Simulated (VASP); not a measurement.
**From an Ansatz input to VASP: AlGaN₂ (strained database structure)**

Ansatz input

```yaml
crystal:
  lattice:
    - [3.2909988874, 0.0, 0.0]
    - [0.0, 3.2909988874, 0.0]
    - [0.0, 0.0, 4.637665448]
  atoms:
    - { symbol: Al, position: [0.5, 0.5, 0.5] }
    - { symbol: Ga, position: [0.0, 0.0, 0.0] }
    - { symbol: "N", position: [0.5, 0.0, 0.7389226397] }
    - { symbol: "N", position: [0.0, 0.5, 0.2610773603] }
kpoints:
  mp_grid: { grid: [8, 8, 6] }
  band_path:
    path:
      - [0.0, 0.0, 0.0]
      - [0.0, 0.5, 0.0]
      - [0.5, 0.5, 0.0]
      - [0.0, 0.0, 0.5]
      - [0.0, 0.5, 0.5]
      - [0.5, 0.5, 0.5]
    npoints: 1
hamiltonian:
  xc: r2scan
scf:
  occupations: { method: fixed }
  n_extra_bands: 5
output:
  forces: true
  stress: true
  eigenvalues: true
  write_density: true
  write_potential: true
  elf: true
  volumetric_format: npy
```

Q: Translate this input to VASP.

A: 

INCAR

```
SIGMA = 0.01
ISIF = 2
ISMEAR = 0
LREAL = .FALSE.
ENCUT = 520
ALGO = Normal
LWAVE = .FALSE.
LASPH = .TRUE.
NSW = 0
LCHARG = .FALSE.
NELM = 120
IBRION = -1
NBANDS = 21
PREC = Accurate
METAGGA = R2SCAN
EDIFF = 1E-7
```

KPOINTS

```
KPOINTS created by Atomic Simulation Environment
0
Gamma
8 8 6
0 0 0
```

KPOINTS_OPT

```
special points
6
Reciprocal
0.0000000000 0.0000000000 0.0000000000 1
0.0000000000 0.5000000000 0.0000000000 1
0.5000000000 0.5000000000 0.0000000000 1
0.0000000000 0.0000000000 0.5000000000 1
0.0000000000 0.5000000000 0.5000000000 1
0.5000000000 0.5000000000 0.5000000000 1
```

POSCAR

```
Al Ga N
 1.0000000000000000
     3.2909988873999998    0.0000000000000000    0.0000000000000000
     0.0000000000000000    3.2909988873999998    0.0000000000000000
     0.0000000000000000    0.0000000000000000    4.6376654479999999
 Al  Ga  N
   1   1   2
Cartesian
  1.6454994436999997  1.6454994436999997  2.3188327240000000
  0.0000000000000000 -0.0000000000000000 -0.0000000000000000
  1.6454994436999997  0.0000000000000000  3.4268759948265397
 -0.0000000000000000  1.6454994436999997  1.2107894531734595
```

VASP ran with the recommended PBE PAW datasets (26 valence electrons in the cell). Other inputs would serve too.

Datasets and cutoffs are each program's own. VASP's cell holds 26 valence electrons and Ansatz's 26. Ansatz's stress includes a Pulay correction; VASP's doesn't.
